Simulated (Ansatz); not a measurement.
Wires are cut from relaxed bulk AlCo (Pm-3m, 11.24 Å³/atom, gap on the mesh 0.00 eV); atoms and period are relaxed, and energies count from that bulk.

Method: DFT PBEsol, scalar-relativistic, plane waves, PAW in Ansatz 0.2.0.

Plane waves to 420 eV, a k mesh through Γ of 1×1×11 on the computed 16-atom cell and Gaussian smearing (0.05 eV); no spin polarisation.

Start ([111] wire, 16 host atoms a period):

```yaml
crystal:
  lattice:
    - [13.60000, 0.00000, 0.00000]
    - [0.00000, 13.30000, 0.00000]
    - [0.00000, 0.00000, 4.88886]
  atoms:
    - { symbol: Al, position: [0.33054, 0.34993, 0.00000] }
    - { symbol: Al, position: [0.33054, 0.65007, 0.00000] }
    - { symbol: Al, position: [0.58473, 0.50000, 0.00000] }
    - { symbol: Al, position: [0.50000, 0.34993, 0.33333] }
    - { symbol: Al, position: [0.50000, 0.65007, 0.33333] }
    - { symbol: Al, position: [0.41527, 0.50000, 0.66667] }
    - { symbol: Al, position: [0.66946, 0.34993, 0.66667] }
    - { symbol: Al, position: [0.66946, 0.65007, 0.66667] }
    - { symbol: Co, position: [0.41527, 0.50000, 0.16667] }
    - { symbol: Co, position: [0.33054, 0.34993, 0.50000] }
    - { symbol: Co, position: [0.33054, 0.65007, 0.50000] }
    - { symbol: Co, position: [0.66946, 0.34993, 0.16667] }
    - { symbol: Co, position: [0.66946, 0.65007, 0.16667] }
    - { symbol: Co, position: [0.58473, 0.50000, 0.50000] }
    - { symbol: Co, position: [0.50000, 0.34993, 0.83333] }
    - { symbol: Co, position: [0.50000, 0.65007, 0.83333] }
```

Task: What does the relaxation give?

Result: The free energy falls by 86 meV/atom.

* excess energy (eV per host atom): 1.268
* line energy (eV/Å): 4.273
* period (Å): 4.749
* gap on the mesh (eV): 0

Relaxed structure:
```yaml
crystal:
  lattice:
    - [13.60000, 0.00000, 0.00000]
    - [0.00000, 13.30000, 0.00000]
    - [0.00000, 0.00000, 4.74865]
  atoms:
    - { symbol: Al, position: [0.33357, 0.35404, 0.99065] }
    - { symbol: Al, position: [0.33357, 0.64596, 0.99065] }
    - { symbol: Al, position: [0.58002, 0.50000, 0.97962] }
    - { symbol: Al, position: [0.50000, 0.33211, 0.33333] }
    - { symbol: Al, position: [0.50000, 0.66789, 0.33333] }
    - { symbol: Al, position: [0.41998, 0.50000, 0.68704] }
    - { symbol: Al, position: [0.66643, 0.35404, 0.67602] }
    - { symbol: Al, position: [0.66643, 0.64596, 0.67602] }
    - { symbol: Co, position: [0.41032, 0.50000, 0.19302] }
    - { symbol: Co, position: [0.34471, 0.36320, 0.49069] }
    - { symbol: Co, position: [0.34471, 0.63680, 0.49069] }
    - { symbol: Co, position: [0.65529, 0.36320, 0.17597] }
    - { symbol: Co, position: [0.65529, 0.63680, 0.17597] }
    - { symbol: Co, position: [0.58968, 0.50000, 0.47364] }
    - { symbol: Co, position: [0.50000, 0.35075, 0.83333] }
    - { symbol: Co, position: [0.50000, 0.64925, 0.83333] }
```

Spin polarisation was left out, and a magnetic state may lie lower.

Each run keeps its start's symmetry and one magnetic start, so lower states can exist.

Time: 3.9 min on 4 threads of Intel(R) Xeon(R) Processor @ 2.50GHz (Skylake/Cascade Lake) (shared host), peak memory 2.3 GiB.